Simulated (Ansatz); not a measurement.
CoPdO2: strain energy, fitted

CoPdO2, R-3m, a = 2.866 Å, c = 17.833 Å. The structure is a COD entry; whether it is the stable form wasn't checked. Ansatz: PBE+U, PAW, 420 eV, Γ-centred 12×12×2 mesh on 12 atoms, Gaussian smearing 0.10 eV; U_eff Co 3.32 eV; no spin polarisation. Series: biaxial strain in the a-b plane, c and atoms relaxed; x is the strain in per cent. y is the free energy over the unstrained cell, V0 = 10.573 Å³/atom.

| x (%) | y (meV/atom) |
| --- | --- |
| -6.0 | ? |
| -4.0 | 42.71 |
| -2.0 | 10.21 |
| 0.0 | 0.00 |
| 2.0 | 8.92 |
| 4.0 | 34.12 |
| 6.0 | 73.11 |

Task: Fit y = c2 x² + c3 x³ to the other rows, turn c2 into a modulus, and predict the missing energy.

Result: Least squares on the rows shown. y = 2.4095 x² − 0.063744 x³. In eV per unit strain² c2 is 24.09; M is the biaxial modulus (E = M V0 ε²): 24.09 × 160.2 / (10.573) = 365 GPa. The unstrained cell keeps some stress along the strain, worth a slope of -0.12 meV/atom per %, which the form leaves out. At x = -6.0 the fit asked for gives 100.51 meV/atom. The run gave 101.02 meV/atom, so the fit is 0.51 meV/atom too low, 0.5 % of the span of the series, against an rms of 0.20 meV/atom on the fitted rows. The row lies outside the fitted range. With a term in x⁴ added, a fit to the same known rows predicts 102.13 meV/atom, which misses by about as much or more on the other side: the known rows don't fix the higher terms.

Spin polarisation was left out, and a magnetic state may lie lower.